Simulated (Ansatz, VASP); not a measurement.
**Two plane-wave programs on TePb**

```
CELL_PARAMETERS angstrom
0.00000 3.23100 3.23100
3.23100 0.00000 3.23100
3.23100 3.23100 0.00000
ATOMIC_POSITIONS crystal
Te 0.50000 0.50000 0.50000
Pb 0.00000 0.00000 0.00000
```

Alike in both runs: task relaxation of cell and atoms; functional LDA; k mesh 8 × 8 × 8; occupations gaussian, width 0.02 eV; no spin polarisation.

```csv
,VASP,Ansatz
version,VASP 6.6.1,Ansatz 0.2.0
potentials or method,"VASP PAW LDA potentials, release 64 (Te, Pb_d)","scalar-relativistic, plane waves, PAW"
plane-wave cutoff (eV),600,420
valence electrons in the cell,20,30
```

|  | VASP | Ansatz | Ansatz less VASP |
| --- | --- | --- | --- |
| gap on the k mesh at the Fermi level, each at its own relaxed structure (eV) | 0.56 | 0.57 | +0.013 |
| relaxed volume (Å³/atom) | 32.55 | 32.50 | -0.048 |
| relaxed cell length with the largest relative difference (Å) | 4.515 | 4.513 | -0.0022 |
| energy change over the relaxation (meV/atom) | -6 | -7 | -0.8 |

The two sets of potentials don't hold the same shells in valence.

Caveats: spin-orbit coupling is left out, which as a rule narrows the gap of such compounds by several tenths of an eV. Zero-point motion and thermal expansion aren't in these numbers. LDA usually gives volumes a few per cent too small.
